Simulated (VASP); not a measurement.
# CdTe (F-43m) in VASP: phonons with r2SCAN

Aim: the phonons of CdTe with r2SCAN.

Program: VASP 6.6.1. These are calculated values, not measurements. Logs are shortened: lines on timing, memory, paths and dates and some standing lists are left out, and cuts for length are marked.

### Step 1. Starting point

It takes space group F-43m (No. 216, cubic). The conventional cell has a = 6.558 Å, b = 6.558 Å, c = 6.558 Å, α = 90.00°, β = 90.00°, γ = 90.00°. Around Cd (site symmetry -43m) lie 4 Te at 2.84 Å. Te (site symmetry -43m) is surrounded by 4 Cd at 2.84 Å.

### Step 2. Phonons, r2SCAN

INCAR

```
SYSTEM = CdTe
ALGO = Normal ; EDIFF = 1E-8
ENCUT = 520 ; IBRION = 6
ISIF = 2 ; ISMEAR = 0
LASPH = .True. ; LCHARG = .False.
LMIXTAU = .True. ; LREAL = .False.
LWAVE = .False. ; METAGGA = R2SCAN
NBANDS = 16 ; NELM = 100
NFREE = 2 ; NSW = 1
POTIM = 0.015 ; PREC = Accurate
SIGMA = 0.01
```

KPOINTS

```
k-points
0
Gamma
  8 8 8
  0 0 0
```

POSCAR

```
CdTe
1.0
    0.0000000000      3.2788207679      3.2788207679
    3.2788207679      0.0000000000      3.2788207679
    3.2788207679      3.2788207679      0.0000000000
Cd Te
1 1
Direct
    0.0000000000      0.0000000000      0.0000000000
    0.2500000000      0.2500000000      0.2500000000
```

Potentials or basis: VASP PAW PBE potentials, release 64 (Cd, Te).

Run with:

```bash
cat potpaw_PBE.64/Cd/POTCAR potpaw_PBE.64/Te/POTCAR > POTCAR
mpirun -np 1 vasp_std > vasp.out
```

OUTCAR:

```text
SYSTEM = CdTe
   EDIFF = 1E-8
   ENCUT = 520
   IBRION = 6
   ISIF = 2
   ISMEAR = 0
   LASPH = .True.
   LREAL = .False.
   METAGGA = R2SCAN
   NELM = 100
   NFREE = 2
   NSW = 1
   POTIM = 0.015
   PREC = Accurate

 ion  position               nearest neighbor table
   1  0.000  0.000  0.000-   2 2.84   2 2.84   2 2.84   2 2.84
   2  0.250  0.250  0.250-   1 2.84   1 2.84   1 2.84   1 2.84

  LATTYP: Found a face centered cubic cell.
 ALAT       =     6.5576415358

  Lattice vectors:

 A1 = (   0.0000000000,   3.2788207679,   3.2788207679)
 A2 = (   3.2788207679,   0.0000000000,   3.2788207679)
 A3 = (   3.2788207679,   3.2788207679,   0.0000000000)

Analysis of symmetry for initial positions (statically):
=====================================================================
 Subroutine PRICEL returns:
 Original cell was already a primitive cell.

 Routine SETGRP: Setting up the symmetry group for a
 face centered cubic supercell.

 Subroutine GETGRP returns: Found 24 space group operations
 (whereof 24 operations were pure point group operations)
 out of a pool of 48 trial point group operations.

The static configuration has the point symmetry T_d .

Analysis of symmetry for dynamics (positions and initial velocities):
=====================================================================
 Subroutine PRICEL returns:
 Original cell was already a primitive cell.

 Routine SETGRP: Setting up the symmetry group for a
 face centered cubic supercell.

 Subroutine GETGRP returns: Found 24 space group operations
 (whereof 24 operations were pure point group operations)
 out of a pool of 48 trial point group operations.

The dynamic configuration has the point symmetry T_d .

 Subroutine INISYM returns: Found 24 space group operations
 (whereof 24 operations are pure point group operations),
 and found     1 'primitive' translations

----------------------------------------------------------------------------------------

                                     Primitive cell

  volume of cell :      70.4990

  direct lattice vectors                    reciprocal lattice vectors
     0.000000000  3.278820768  3.278820768    -0.152493849  0.152493849  0.152493849
     3.278820768  0.000000000  3.278820768     0.152493849 -0.152493849  0.152493849
     3.278820768  3.278820768  0.000000000     0.152493849  0.152493849 -0.152493849

  length of vectors
     4.636952799  4.636952799  4.636952799     0.264127095  0.264127095  0.264127095

  position of ions in fractional coordinates (direct lattice)
     0.000000000  0.000000000  0.000000000
     0.250000000  0.250000000  0.250000000

  ion indices of the primitive-cell ions
   primitive index   ion index
                 1           1
                 2           2

----------------------------------------------------------------------------------------

 KPOINTS: k-points

Automatic generation of k-mesh.
 Grid dimensions read from file:
 generate k-points for:    8    8    8

 Generating k-lattice:

  Cartesian coordinates                     Fractional coordinates (reciprocal lattice)
    -0.019061731  0.019061731  0.019061731     0.125000000  0.000000000  0.000000000
     0.019061731 -0.019061731  0.019061731     0.000000000  0.125000000  0.000000000
[... 55 lines left out ...]
   LASPH  =      T    aspherical Exc in radial PAW
   ENCUT  =  520.0 eV  38.22 Ry    6.18 a.u.   8.62  8.62  8.62*2*pi/ulx,y,z
   NELM   =    100;   NELMIN=  2; NELMDL= -5     # of ELM steps
   EDIFF  = 0.1E-07   stopping-criterion for ELM
   LREAL  =      F    real-space projection
   EDIFFG = 0.1E-06   stopping-criterion for IOM
   NSW    =     61    number of steps for IOM
   IBRION =      6    ionic relax: 0-MD 1-quasi-New 2-CG
   NFREE  =      2    steps in history (QN), initial steepest desc. (CG)
   ISIF   =      2    stress and relaxation
   ISYM   =      2    0-nonsym 1-usesym 2-fastsym
   POTIM  = 0.0150    time-step for ionic-motion
   TEBEG  =    0.0;   TEEND  =   0.0 temperature during run
   PSTRESS=    0.0 pullay stress
   NELECT =      18.0000    total number of electrons
   NUPDOWN=      -1.0000    fix difference up-down
   EMIN   =  10.00;   EMAX   =-10.00  energy-range for DOS
   EFERMI =   0.00;   METHOD = LEGACY
   ISMEAR =     0;   SIGMA  =   0.01  broadening in eV -4-tet -1-fermi 0-gaus
   EFERMI_NEDOS =   21; number of points for ismear=-14 and -15
   IALGO  =     38    algorithm
   IMIX   =      4    mixing-type and parameters
     AMIX     =   0.40;   BMIX     =  1.00
     AMIX_MAG =   1.60;   BMIX_MAG =  1.00
  volume/ion in A,a.u.               =      35.25       237.88
  Fermi-wavevector in a.u.,A,eV,Ry     =   1.038575  1.962623 14.675770  1.078639
  Thomas-Fermi vector in A             =   2.173066
   LORBIT       =      0    0 simple, 1 ext, 2 COOP (PROOUT), +10 PAW based schemes
   METAGGA = R2SCAN    functional components
   LHFCALC =     F    Hartree Fock is set to
   AEXX    =    0.0000 exact exchange contribution
   IVDW    =     0    specifies the selected vdW correction
   LEPSILON=     F    determine dielectric tensor
   LRPA    =     F    only Hartree local field effects (RPA)
 finite differences with symmetry
 non-spin polarized calculation
 Gauss-broadening in eV      SIGMA  =   0.01
  energy-cutoff  :      520.00
  volume of cell :       70.50
 maximum number of plane-waves:      1924
 NGX is ok and might be reduce to    36
   NGX = 17   NGY = 17   NGZ = 17

--------------------------------------- Ionic step        1  -------------------------------------------

 number of electron      18.0000005 magnetization

 Free energy of the ion-electron system (eV)
  ---------------------------------------------------
  ext. energy  EPLUGINS =         0.00000000
  ---------------------------------------------------
  free energy    TOTEN  =       -46.64521525 eV

  energy without entropy =      -46.64521525  energy(sigma->0) =      -46.64521525

------------------------ aborting loop because EDIFF is reached ----------------------------------------

  FORCE on cell =-STRESS in cart. coord.  units (eV):
  Direction    XX          YY          ZZ          XY          YZ          ZX
  --------------------------------------------------------------------------------------
  -------------------------------------------------------------------------------------
  Total        0.0438412      0.0438412      0.0438412      0.0000000     -0.0000000     -0.0000000
  in kB        0.9963448      0.9963448      0.9963448      0.0000000     -0.0000000     -0.0000000
  external PRESSURE =       0.9963448 kB  Pullay stress =       0.0000000 kB
[... 131 lines left out ...]
--------------------------------------- Ionic step        5  -------------------------------------------

 number of electron      18.0000005 magnetization

 Free energy of the ion-electron system (eV)
  ---------------------------------------------------
  ext. energy  EPLUGINS =         0.00000000
  ---------------------------------------------------
  free energy    TOTEN  =       -46.64475055 eV

  energy without entropy =      -46.64475055  energy(sigma->0) =      -46.64475055

 E-fermi :   1.8511     XC(G=0):  -8.9410

 val. band max:        1.7958664218   @ k =   0.0000   0.0000   0.0000
 cond. band min:       2.9419939005   @ k =   0.0000   0.0000   0.0000
 fundamental gap:      1.1461274787
 Fermi energy:         1.8511445306

 k-point     1 :       0.0000    0.0000    0.0000
  band No.  band energies     occupation
      1      -9.5399      2.00000
      2      -6.6687      2.00000
      3      -6.6626      2.00000
      4      -6.6567      2.00000
      5      -6.4053      2.00000
      6      -6.4052      2.00000
[... 433 lines left out ...]
      3      -6.5614      2.00000
      4      -6.4198      2.00000
      5      -6.4000      2.00000
      6      -5.9667      2.00000
[... 8 lines left out ...]
     15      12.3486      0.00000
     16      12.9156      0.00000

 [... further k-points ...]

------------------------ aborting loop because EDIFF is reached ----------------------------------------

  FORCE on cell =-STRESS in cart. coord.  units (eV):
  Direction    XX          YY          ZZ          XY          YZ          ZX
  --------------------------------------------------------------------------------------
  -------------------------------------------------------------------------------------
  Total        0.0442523      0.0457178      0.0457178      0.0000000      0.0808644      0.0000000
  in kB        1.0056883      1.0389931      1.0389931      0.0000000      1.8377447      0.0000000
  external PRESSURE =       1.0278915 kB  Pullay stress =       0.0000000 kB
[... 17 lines left out ...]
  FREE ENERGIE OF THE ION-ELECTRON SYSTEM (eV)
  ---------------------------------------------------
  free  energy   TOTEN  =       -46.6447505542 eV

  energy  without entropy=      -46.6447505542  energy(sigma->0) =      -46.64475055

 INTERNAL STRAIN TENSORS FROM DISPLACED ATOMS
 ============================================

 INTERNAL STRAIN TENSOR FOR ION    1 for displacements in x,y,z  (eV/Angst):
          X           Y           Z          XY          YZ          ZX
  --------------------------------------------------------------------------------
  x     0.00000     0.00000     0.00000     0.00000     5.38434     0.00000
  y     0.00000     0.00000     0.00000     0.00000     0.00000     5.38434
  z     0.00000     0.00000     0.00000     5.38434     0.00000     0.00000

 INTERNAL STRAIN TENSOR FOR ION    2 for displacements in x,y,z  (eV/Angst):
          X           Y           Z          XY          YZ          ZX
  --------------------------------------------------------------------------------
  x    -0.00000    -0.00000    -0.00000     0.00000    -5.38905     0.00000
  y     0.00000    -0.00000     0.00000     0.00000     0.00000    -5.38905
  z    -0.00000    -0.00000    -0.00000    -5.38905     0.00000     0.00000

 Eigenvectors and eigenvalues of the dynamical matrix
 ----------------------------------------------------

   1 f  =    4.113803 THz    25.847788 2PiTHz  137.221703 cm-1    17.013315 meV
             X         Y         Z           dx          dy          dz
      0.000000  0.000000  0.000000    -0.000000   -0.729766   -0.000000
      1.639410  1.639410  1.639410     0.000000    0.683697   -0.000000
[... 21 lines left out ...]
   6 f/i=    0.003778 THz     0.023738 2PiTHz    0.126022 cm-1     0.015625 meV
             X         Y         Z           dx          dy          dz
      0.000000  0.000000  0.000000     0.009215    0.117954    0.673382
      1.639410  1.639410  1.639410     0.009836    0.125903    0.718756

 ELASTIC MODULI CONTR FROM IONIC RELAXATION (kBar)
 Direction    XX          YY          ZZ          XY          YZ          ZX
 --------------------------------------------------------------------------------
 XX          -0.0000     -0.0000     -0.0000     -0.0000     -0.0000     -0.0000
 YY          -0.0000     -0.0000     -0.0000     -0.0000     -0.0000     -0.0000
 ZZ          -0.0000     -0.0000     -0.0000     -0.0000     -0.0000     -0.0000
 XY          -0.0000     -0.0000     -0.0000   -159.3704      0.0000      0.0000
 YZ          -0.0000     -0.0000     -0.0000      0.0000   -159.3704      0.0000
 ZX          -0.0000     -0.0000     -0.0000      0.0000      0.0000   -159.3704
 --------------------------------------------------------------------------------
```

Run time: 11 min. Hardware: 1 thread of Intel Xeon 6975P-C (Granite Rapids), shared host; peak memory 0.36 GiB.

What came out:

- Highest phonon frequency at Γ, LO-TO splitting left out: 137 cm⁻¹

Phonon frequencies in cm⁻¹ (negative: imaginary):
```tsv
q point	frequencies
(0.000, 0.000, 0.000)	0 0 0 137 137 137
```

Caveat: the PAW data sets were made with another functional, which shifts forces and pressure a little. The run has no spin-orbit coupling, so splittings on Te are missing.
